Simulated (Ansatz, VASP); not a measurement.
## Two plane-wave programs on CdS

```xyz
2
Lattice="0.0000 2.9122 2.9122 2.9122 0.0000 2.9122 2.9122 2.9122 0.0000" Properties=species:S:1:pos:R:3 pbc="T T T"
Cd    0.0000    0.0000    0.0000
S     4.3683    4.3683    4.3683
```

Alike in both runs: task single point; functional PBEsol; k mesh 8 × 8 × 8; occupations gaussian, width 0.05 eV; no spin polarisation.

```csv
,VASP,Ansatz
version,VASP 6.6.1,Ansatz 0.2.0
potentials or method,"VASP PAW PBE potentials, release 64 (Cd, S)","scalar-relativistic, plane waves, PAW"
plane-wave cutoff (eV),520,420
valence electrons in the cell,18,26
```

Ansatz gave:

| Quantity | Value |
| --- | --- |
| gap on the k mesh at the Fermi level (eV) | 1.01 |
| least direct gap on the mesh (eV) | 1.01 |
| pressure (GPa) | 0.0 |

Task: Which values does VASP return?

Result: gap on the k mesh at the Fermi level (eV): 1.02; least direct gap on the mesh (eV): 1.02; pressure (GPa): 0.4.

The two sets of potentials don't hold the same shells in valence.

Caveats: the PAW data sets were made with another functional, which shifts forces and pressure a little (VASP). PBEsol gaps usually lie below the measured ones, often by a third to a half.
